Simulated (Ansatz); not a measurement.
Rocksalt CaO, relaxed with r2SCAN in the plane-wave code Ansatz. Space group Fm-3m (No. 225), cubic; a = 4.795 Å in the conventional setting, 13.78 Å³ an atom. Around Ca lie 6 O at 2.40 Å; around O lie 6 Ca at 2.40 Å.

The axes x, y and z are those of this cell:
```
Ca O
1.0
     0.00000    2.39755    2.39755
     2.39755    0.00000    2.39755
     2.39755    2.39755    0.00000
Ca O
1 1
Direct
  0.00000 0.00000 0.00000
  0.50000 0.50000 0.50000
```

Unstrained: PBE gives an indirect gap of 3.653 eV, from Γ to X; the least direct gap is 4.025 eV at X. The r2SCAN gap is indirect, 4.199 eV (Γ to X), below the direct gap of 4.574 eV at X. The HSE06 gap is indirect, 5.312 eV (Γ to X), below the direct gap of 5.733 eV at X. Meshes: PBE 10×10×10, r2SCAN 10×10×10, HSE06 6×6×6. Strains are changes of length per length, and xy shears are angles. After each strain the atoms were relaxed again with r2SCAN within the symmetry that the strain leaves, so tilts or polar shifts that break it weren't tested; points keep the names that they have in the unstrained zone. Spin-unpolarised throughout; all numbers are computed.

Question: One strain changed the r2SCAN stress by xx +0.08, yy +0.08, zz -0.17, xy +3.88 GPa (compression positive) and the gap by -0.101 eV (PBE), -0.104 eV (r2SCAN), -0.103 eV (HSE06). Which kind of strain was it, and roughly how large?

Answer: Xy shear, engineering strain (angle) -4.88 %. The pattern of the stress gives the kind; the size needs the stiffness, so it is an estimate.

Question: Estimate what isotropic -2.28 % on every length does to the gap.

Answer: PBE: the gap goes from 3.653 to 3.622 eV (-0.031 eV). r2SCAN: the gap goes from 4.199 to 4.170 eV (-0.029 eV). HSE06: the gap goes from 5.312 to 5.295 eV (-0.017 eV). The r2SCAN energy rises by 25.3 meV an atom.

Question: Estimate what uniaxial +1.22 % along [111], other directions held does to the gap.

Answer: PBE: the gap goes from 3.653 to 3.641 eV (-0.012 eV); with r2SCAN the top three valence levels at Γ, degenerate before, become 2+1 from the top over 42 meV. r2SCAN: the gap goes from 4.199 to 4.186 eV (-0.013 eV). HSE06: the gap goes from 5.312 to 5.297 eV (-0.015 eV). The r2SCAN energy rises by 1.4 meV an atom.

The meshes of the hybrids are coarse, so their gaps aren't converged to the digits shown.

The splittings at Γ are without spin-orbit coupling, which regroups them where it is of like size or larger.
